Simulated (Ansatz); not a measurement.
# Mo2N monolayer: modes against uniaxial strain along a, the zigzag direction, with the width clamped

Aim: how do the optical modes of Mo2N monolayer shift and split under this strain?

Main program and level: Ansatz 0.2.0; DFT PBE, scalar-relativistic, plane waves, PAW; PAW set soft_1.

## (1) The starting structure

The cell holds 3 atoms: 1 N and 2 Mo. Cell: a = 2.950 Å, b = 2.950 Å, c = 28.600 Å, α = 90.0°, β = 90.0°, γ = 120.0°. Vacuum lies along c. The height across the vacuum is the one that the program set for its solve, not the one typed.

Coordinates:

```
N Mo
1.0
     2.95000    0.00000    0.00000
    -1.47500    2.55477    0.00000
     0.00000    0.00000   28.60000
N Mo
1 2
Direct
  0.00000 0.00000 0.34965
  0.33333 0.66667 0.39161
  0.66667 0.33333 0.30769
```

## (2) A rough relaxation first

The start is far from rest, so a relaxation with loose tolerances brings it close first. The program lengthens the typed cell of 20.0 Å along the normal to 28.6 Å, as its cut-off of the electrostatics needs, and moves no atom.

File input.yaml:

```yaml
crystal:
  lattice:
    - [2.95, 0.0, 0.0]
    - [-1.475, 2.55477, 0.0]
    - [0.0, 0.0, 20.0]
  atoms:
    - { symbol: "N", position: [0.0, 0.0, 0.5] }
    - { symbol: Mo, position: [0.333333, 0.666667, 0.56] }
    - { symbol: Mo, position: [0.666667, 0.333333, 0.44] }
  periodic: [true, true, false]
kpoints:
  mp_grid: { grid: [9, 9, 1] }
hamiltonian:
  xc: pbe
  pseudopotentials: { kind: paw, azcp: { folder: soft_1 } }
scf:
  occupations: { method: gaussian, width: 0.1 }
output:
  forces: true
  stress: true
  eigenvalues: true
relax:
  adjacent_minimum: "off"
  f_tol: 0.05
  max_steps: 80
  cell: { stress_2d_tol: 0.02 }
```

Started as:

```console
> ansatz run input.yaml --threads 4 --pin off --max-ram 16384MiB --backend cpu --events-out ev --progress --plain --runs-dir out
```

Numbers of over 12 decimals in the logs are rounded to 6 here.

The log of the run:

```text
[...]
F+E_penalty+E_count = -10293.91966087 eV   max|allowed force component| = 2.638e-4 eV/Å   (the final SCF, on the basis selected at the relaxed cell)
  cell:  # Å, volume = 191.8095 Å³
    - [2.782830, 0, 0]
    - [-1.391415, 2.410002, 0]
    - [0, 0, 28.6]
  atoms:
    - { symbol: N, position: [0, 0, 0.349650] }
    - { symbol: Mo, position: [0.333333, 0.666667, 0.399139] }
    - { symbol: Mo, position: [0.666667, 0.333333, 0.300162] }
[key lines of the parts left out:]
SCF converged after 6 iterations
Free energy (F): -10293.919661 eV
Fermi energy:    -5.123059 eV
P = ½ c Tr σ = 0.0055 N/m
```

The job ended after 13 s (4 threads of Arm Neoverse V1, shared host; peak memory 0.44 GiB; 45 s of CPU time).

This run has no spin polarisation although its electron count is odd.

Relaxation path:

```
step  energy less that of the first step (eV)  largest force component (eV/Å)  volume (Å³)
   1                                   0.0000                          0.8338       215.55
   2                                  -0.1626                          0.4737       202.81
   3                                  -0.2030                          0.0028       199.76
   4                                  -0.2239                          0.2733       189.67
   5                                  -0.2261                          0.1234       194.53
   6                                  -0.2325                          0.0039       192.06
   7                                  -0.2326                          0.0035       191.89
  8*                                  -0.2301                          0.0031       191.89
   9                                  -0.2301                          0.0003       191.81
 10*                                  -0.2301                          0.0003       191.81
```

Relaxation steps marked * repeat the geometry before them on a plane-wave basis chosen anew for their cell, so energy and pressure can jump there.

Forces are held to the 12 operations that the run works with; a distortion that breaks them can't arise in this run.

```
cell as run  before  after  change
      a (Å)   2.950  2.783  -5.7 %
      b (Å)   2.950  2.783  -5.7 %
```

The atoms that moved most (Å, along periodic axes as changes of fractional coordinates times the final cell, across vacuum about the mean position):

```
atom     dx     dy      dz  length
 Mo3  0.000  0.000  -0.215   0.215
 Mo2  0.000  0.000   0.215   0.215
```

Final coordinates:

```xyz
3
Lattice="2.7828 0.0000 0.0000 -1.3914 2.4100 0.0000 0.0000 0.0000 28.6000" Properties=species:S:1:pos:R:3
N     0.0000    0.0000   10.0000
Mo    0.0000    1.6067   11.4154
Mo    1.3914    0.8033    8.5846
```

Numbers from this step:

| Item | Value |
| --- | --- |
| gap on the k-mesh | 0 eV |
| area per atom | 2.236 Å² |

The relaxation ends with a largest force component of 2.6e-4 eV/Å.

## (3) Bringing the structure to rest

Harmonic phonons are second derivatives at a point where the forces vanish, and they are wanted at zero stress, so atoms and cell are relaxed first.

input.yaml, the sections that differ from step 2:

```yaml
crystal:
  lattice:
    - [2.7828302061, 0.0, 0.0]
    - [-1.391415103, 2.4100016529, 0.0]
    - [0.0, 0.0, 28.6]
  atoms:
    - { symbol: "N", position: [0.0, 0.0, 0.3496503497] }
    - { symbol: Mo, position: [0.3333333333, 0.6666666667, 0.3991389797] }
    - { symbol: Mo, position: [0.6666666667, 0.3333333333, 0.3001617196] }
  periodic: [true, true, false]
kpoints:
  mp_grid: { grid: [18, 18, 1] }
relax:
  adjacent_minimum: "off"
  f_tol: 0.005
  max_steps: 80
  cell: { stress_2d_tol: 0.02 }
# hamiltonian, scf, output: as in step 2
```

The log of the run:

```text
[...]
Crystal: 3 atoms, lattice volume = 191.809 Å³
Basis set: ecut = 420 eV, 3803 PW (Γ), exchange–correlation on 40×40×384 points (8 copies of the dense FFT grid, shifted against one another)
Bands: 21, of which v1, the nominal top of the filled ones, is band 17 counted from 1 (16 counted from 0)
Symmetry: 12 space group operations
[...]
k-points: 37 of 324
[...]
--- Relaxed structure (6 steps of the walk, 5 accepted, 2 SCFs on fresh bases) ---
[...]
cell:  # Å, volume = 194.3459 Å³
    - [2.801169, -2.9057767312275355e-11, 0]
    - [-1.400585, 2.425884, 0]
    - [0, 0, 28.6]
  atoms:
    - { symbol: N, position: [0, 0, 0.349650] }
    - { symbol: Mo, position: [0.333333, 0.666667, 0.398274] }
    - { symbol: Mo, position: [0.666667, 0.333333, 0.301026] }
[key lines of the parts left out:]
SCF converged after 5 iterations
Free energy (F): -10293.901673 eV
Fermi energy:    -5.050066 eV
P = ½ c Tr σ = 0.0010 N/m
```

The job ended after 25 s (4 threads; peak memory 0.46 GiB; 94 s of CPU time).

The steps of the relaxation:

```
step  energy less that of the first step (eV)  largest force component (eV/Å)  volume (Å³)
   1                                   0.0000                          0.0746       191.81
   2                                  -0.0019                          0.0850       193.37
   3                                   0.0009                          0.2017       194.22
   4                                  -0.0026                          0.0044       194.26
   5                                  -0.0026                          0.0004       194.30
  6*                                  -0.0032                          0.0004       194.30
   7                                  -0.0032                          0.0001       194.35
  8*                                  -0.0032                          0.0001       194.35
```

Relaxation steps marked * repeat the geometry before them on a plane-wave basis chosen anew for their cell, so energy and pressure can jump there. Relaxation step 3 was tried and not accepted.

Forces are held to the 12 operations that the run works with; a distortion that breaks them can't arise in this run.

```
cell as run  before  after  change
      a (Å)   2.783  2.801  +0.7 %
      b (Å)   2.783  2.801  +0.7 %
```

The atoms that moved most (Å, along periodic axes as changes of fractional coordinates times the final cell, across vacuum about the mean position):

```
atom     dx     dy      dz  length
 Mo3  0.000  0.000   0.025   0.025
 Mo2  0.000  0.000  -0.025   0.025
```

Final coordinates:

```cif
data_structure
_symmetry_space_group_name_H-M 'P 1'
_symmetry_Int_Tables_number 1
_cell_length_a 2.8012
_cell_length_b 2.8012
_cell_length_c 28.6000
_cell_angle_alpha 90.000
_cell_angle_beta 90.000
_cell_angle_gamma 120.000
_cell_volume 194.35
loop_
_atom_site_label
_atom_site_type_symbol
_atom_site_fract_x
_atom_site_fract_y
_atom_site_fract_z
_atom_site_occupancy
N1 N 0.00000 0.00000 0.34965 1
Mo2 Mo 0.33333 0.66667 0.39827 1
Mo3 Mo 0.66667 0.33333 0.30103 1
```

This step gave:

```yaml
area_per_atom: 2.265 Å²
```

The relaxation ends with a largest force component of 5.4e-5 eV/Å.

## (4) Tight relaxation

Phonons need small forces and stress, so the relaxation is finished with tight tolerances on 18×18×1 k points.

File input.yaml:

```yaml
crystal:
  lattice:
    - [2.8011690991, 0.0, 0.0]
    - [-1.4005845495, 2.4258836001, 0.0]
    - [0.0, 0.0, 28.6]
  atoms:
    - { symbol: "N", position: [0.0, 0.0, 0.3496503497] }
    - { symbol: Mo, position: [0.3333333333, 0.6666666667, 0.3982744638] }
    - { symbol: Mo, position: [0.6666666667, 0.3333333333, 0.3010262355] }
  periodic: [true, true, false]
kpoints:
  mp_grid: { grid: [18, 18, 1] }
hamiltonian:
  xc: pbe
  pseudopotentials: { kind: paw, azcp: { folder: soft_1 } }
scf:
  occupations: { method: methfessel_paxton, width: 0.2 }
output:
  forces: true
  stress: true
  eigenvalues: true
  write_density: true
  write_potential: true
  elf: true
  volumetric_format: npy
relax:
  adjacent_minimum: "off"
  f_tol: 0.001
  max_steps: 60
  cell: { stress_2d_tol: 0.002 }
```

The log of the run:

```text
[...]
Crystal: 3 atoms, lattice volume = 194.346 Å³
Basis set: ecut = 420 eV, 3839 PW (Γ), exchange–correlation on 40×40×384 points (8 copies of the dense FFT grid, shifted against one another)
Bands: 21, of which v1, the nominal top of the filled ones, is band 17 counted from 1 (16 counted from 0)
Symmetry: 12 space group operations
[...]
k-points: 37 of 324
[...]
--- Relaxed structure (2 steps of the walk, 2 accepted, 1 SCFs on fresh bases) ---
[...]
cell:  # Å, volume = 194.3426 Å³
    - [2.801145, -2.8867306020894985e-11, 0]
    - [-1.400573, 2.425863, 0]
    - [0, 0, 28.6]
  atoms:
    - { symbol: N, position: [0, 0, 0.349650] }
    - { symbol: Mo, position: [0.333333, 0.666667, 0.398275] }
    - { symbol: Mo, position: [0.666667, 0.333333, 0.301026] }
[key lines of the parts left out:]
SCF converged after 10 iterations
Free energy (F): -10293.895547 eV
Fermi energy:    -5.049371 eV
P = ½ c Tr σ = 0.0008 N/m
```

It took 11 s on 4 threads; peak memory 0.45 GiB; 42 s of CPU time.

Little changed from the start: no atom moved by 0.005 Å and no cell edge by 0.1 %.

Electrostatic potential energy in the ac plane at fractional y = 0.000, with atoms of N within 0.2 Å of it. With pseudopotentials it is smooth inside the atoms' cores, unlike the true potential.

Ten even steps from '_' (-27 eV) to '@' (0 eV), each cell a mean:
```
@@@@@@@@@@@@@@@@@@@@@@@@@@@@@@
@@@@@@@@@@@@@@@@@@@@@@@@@@@@@@
@@@@@@@@@@@@@@@@@@@@@@@@@@@@@@
@@@@@@@@@@@@@@@@@@@@@@@@@@@@@@
@@@@@@@@@@@@@@@@@@@@@@@@@@@@@@
@@@@@@@@@@@@@@@@@@@@@@@@@@@@@@
@@@@@@@@@@@@@@@@@@@@@@@@@@@@@@
@@@@@@@@@@@@@@@@@@@@@@@@@@@@@@
@@@@@@@@@@@@@@@@@@@@@@@@@@@@@@
@@@@@@@@@@@@@@@@@@@@@@@@@@@@@@
@@@@@@@@@@@@@@@@@@@@@@@@@@@@@@
@@@@@@@@@@@@@@@@@@@@@@@@@@@@@@
@@@@@@@@@@@@@@@@@@@@@@@@@@@@@@
@@@@@@%%%%##********##%%%%@@@@
##******==::..____..::==******
______..++############++..____
********==::........::==******
@@@@%%%%####********####%%%%@@
@@@@@@@@@@@@@@@@@@@@@@@@@@@@@@
@@@@@@@@@@@@@@@@@@@@@@@@@@@@@@
@@@@@@@@@@@@@@@@@@@@@@@@@@@@@@
@@@@@@@@@@@@@@@@@@@@@@@@@@@@@@
@@@@@@@@@@@@@@@@@@@@@@@@@@@@@@
@@@@@@@@@@@@@@@@@@@@@@@@@@@@@@
```
Columns run along a (2.8 Å; values clipped at the 3rd and 97th percentile), rows up along c (28.6 Å). Atoms in or near the plane, at fractional coordinates: N at (0.00, 0.35).

Valence density in the ac plane at fractional y = 0.000, with atoms of N within 0.2 Å of it. It is the smooth field of the valence electrons, not physical close to the nuclei.

Ten steps, logarithmic in the rise over the least value, from '0' (0.0 e/Å³) to '9' (3.0 e/Å³), each cell a mean:
```
000000000000000
000000000000000
000000000000000
000000000000000
000000000000000
000000000000000
000000000000000
000000000000000
000000000000000
000000000000000
000000000000000
000000000000000
000000000000000
333444444444433
666566777766566
999876544567899
666666777766666
334444555544443
111100000000111
000000000000000
000000000000000
000000000000000
000000000000000
000000000000000
```
Columns run along a (2.8 Å), rows up along c (28.6 Å). Atoms in or near the plane, at fractional coordinates: N at (0.00, 0.35).

ELF in the ac plane at fractional y = 0.000, with atoms of N within 0.2 Å of it. It is the smooth field of the valence electrons, not physical close to the nuclei.

Ten even steps from '0' (0.00) to '9' (0.76), each cell a mean:
```
000000000000000
000000000000000
000000000000000
000000000000000
000000000000000
000000000000000
000000000000000
000000000000000
000000000000000
000000000000000
000000000000000
000000000000000
333221111112233
776543222234567
554333455433345
569985211258996
654333455433345
776533222233567
433322111122333
000000000000000
000000000000000
000000000000000
000000000000000
000000000000000
```
Columns run along a (2.8 Å), rows up along c (28.6 Å). Atoms in or near the plane, at fractional coordinates: N at (0.00, 0.35).

The largest force component left is 0.11 meV/Å, within the tolerances set.

## (5) Zone-centre response at rest

The force constants come from the linear response of the density to a displacement.

The modes at rest are the reference of the series.

input.yaml, the sections that differ from step 4:

```yaml
crystal:
  lattice:
    - [2.8011454422, 0.0, 0.0]
    - [-1.4005727211, 2.4258631126, 0.0]
    - [0.0, 0.0, 28.6]
  atoms:
    - { symbol: "N", position: [0.0, 0.0, 0.3496503497] }
    - { symbol: Mo, position: [0.3333333333, 0.6666666667, 0.3982745419] }
    - { symbol: Mo, position: [0.6666666667, 0.3333333333, 0.3010261574] }
  periodic: [true, true, false]
output:
  eigenvalues: true
phonons:
  method: dfpt
# kpoints, hamiltonian, scf: as in step 4
# relax: removed
```

The log of the run:

```text
Warning: crystal.symmetry: narrowed to the stabiliser of the run's FFT grids — unitary ops 12 → 6. A phonons.method: dfpt run fills in the rows of the dynamical matrix that it does not solve by its symmetry operations, which is exact only for operations that map its FFT grids onto themselves: filled in by any other, the frequencies could depend on the order in which like atoms are typed, or, by more than the grids' own error, on where the crystal sits among the grids' points. Excluded: 6 operations. The run can therefore solve more perturbations, solve them on more k-points, or both, and cost more. [rest of the remark cut]
[...]
Crystal: 3 atoms, lattice volume = 194.343 Å³
Basis set: ecut = 420 eV, 3839 PW (Γ), exchange–correlation on 40×40×384 points (8 copies of the dense FFT grid, shifted against one another)
Bands: 21, of which v1, the nominal top of the filled ones, is band 17 counted from 1 (16 counted from 0)
Symmetry: 12 space group operations
k-points: 91 of 324 (irreducible under 2 space group operations, time reversal used)
[...]
SCF iter   1: F=—  HF=-10297.588821 eV  |F-HF|=—  |Δ(HF+E_count)|=         —  Δρ=7.72e-2  dr2=1.58e1  ethr=3.10e-3  ⟨swp⟩=11.6  Hψ=15480  notcnv=0
[...]
SCF iter   2: F=—  HF=-10294.854228 eV  |F-HF|=—  |Δ(HF+E_count)|=    2.73e0  S|Δr|=    0.00e0  Δρ=5.23e-2  dr2=5.17e0  ethr=3.10e-3  ⟨swp⟩=11.1  Hψ=24508  notcnv=0
automatic band count: the SCF goes on with 25 bands, as 21 were too few: they end inside the smearing window of the response
SCF iter   3: F=—  HF=-10293.925408 eV  |F-HF|=—  |Δ(HF+E_count)|=   9.29e-1  S|Δr|=    0.00e0  Δρ=8.43e-3  dr2=1.89e-1  ethr=3.10e-3  ⟨swp⟩=4.0  Hψ=6714  notcnv=0  defer=146
[...]
SCF iter  12: F=-10293.895547 eV  HF=-10293.895547 eV  |F-HF|=1.16e-10  |Δ(HF+E_count)|=  7.04e-10  S|Δr|=    0.00e0  Δρ=5.67e-8  dr2=4.08e-12  ethr=1.00e-12  ⟨swp⟩=23.3  Hψ=23958  notcnv=0
SCF 1 converged in 12 iterations: F = -10293.895547 eV  dr2 = 4.08e-12
[...]
DFPT response loops at Γ: preconditioner auto → none (partly filled bands, converged f_vac=0.740); β = 0.50; Broyden in place of MSR1
SCF converged after 12 iterations
[...]
Free energy (F): -10293.895547 eV
[...]
Internal energy: -10293.893060 eV  (E = F + TS)
E sigma→0 (E₀):  -10293.894925 eV
Entropy (-TS):   -0.002487 eV (-0.829 meV/atom)
Fermi energy:    -5.049373 eV
[...]
--- Band table (eV; the first three rows and the last of 91) ---
  k-point 0: bands = [... 13 lower, -6.2744, -6.2744, -6.0924, -5.9711, -5.4658, -4.6433, -4.6433, -4.1714, ... 4 higher]
  k-point 1: bands = [... 13 lower, -6.5526, -6.1736, -6.0315, -5.9923, -5.5103, -4.7452, -4.7286, -4.0584, ... 4 higher]
  k-point 2: bands = [... 13 lower, -7.0274, -6.2691, -5.9508, -5.8760, -5.4051, -4.8125, -4.8040, -3.8847, ... 4 higher]
  k-point 90: bands = [... 13 lower, -6.9279, -6.5944, -6.2322, -4.9877, -3.8414, -3.4605, -2.3679, -2.2374, ... 4 higher]
  ° read free of the cell's end (the report's vacuum.weakly_bound_levels)
--- Phonons (Γ-DFPT): 6 representative perturbations + reference, on 91 of 324 k-points (Σ response iterations 32) ---
  ASR residual: 4.547e-5 → 0.000e0 eV/Å²; symmetrization residual: 5.628e-6 eV/Å²
  The last average, over the group as it would stand without the narrowing to the FFT grids, took up to 5.961e-7 eV/Å² of the zone centre's force constants
  ASR residual per site (eV/Å²): 4.55e-5 4.38e-5 4.16e-5
  Γ frequencies (cm⁻¹): 0.00 0.00 0.00 123.78 123.78 178.93 252.15 252.15 592.54
  non-analytic LO–TO correction: not included (Born effective charges unavailable; polar crystals: no LO–TO splitting at Γ)
```

Wall time 91 s (4 threads); peak memory 1.3 GiB.

Reading the cycles: dr2 is the Hartree energy of the density residual (eV), the measure of convergence; HF is the Harris–Foulkes estimate of the energy, which meets the free energy F at convergence.

Numbers from this step:

```
sum-rule residual before enforcement                    : 4.55e-5 eV/Å²
point group                                             : -3m
highest optical mode at the zone centre (no LO-TO term) : 592.5 cm⁻¹
lowest optical zone-centre mode                         : 123.8 cm⁻¹
```

Patterns of degenerate modes are one choice out of their space. Modes at Γ, with each element's share of the kinetic energy:

```
mode  frequency (cm⁻¹)  symmetry  N %  Mo %
   1               0.0  acoustic    7    93
   2               0.0  acoustic    7    93
   3               0.0  acoustic    7    93
   4             123.8        Eg    0   100
   5             123.8        Eg    0   100
   6             178.9       A1g    0   100
   7             252.2        Eu   93     7
   8             252.2        Eu   93     7
   9             592.5       A2u   93     7
```

Displacements in mode 4 (123.8 cm⁻¹), the largest set to 1:
```
N1   0.00  0.00  0.00
Mo2 -0.34  1.00  0.00
Mo3  0.34 -1.00  0.00
```

Displacements in mode 9 (592.5 cm⁻¹), the largest set to 1:
```
N1   0.00  0.00  1.00
Mo2  0.00  0.00 -0.07
Mo3  0.00  0.00 -0.07
```

Before it was imposed, the acoustic sum rule was missed by 4.5e-5 eV/Å². Small misses are needed for a sound result but don't prove that mesh and cutoff are converged. The lowest optical mode is real, 124 cm⁻¹.

[end of part 1 of 2]

[Logs are printed without paths, hosts, clocks, repeated set-up lines and the standing remarks that a program may print on its own settings, such as how far it seeks lower states.]

[Hosts, paths, dates, database ids (printed as entryN), source tags and the programs' standing remarks are cut or masked in the printed files.]
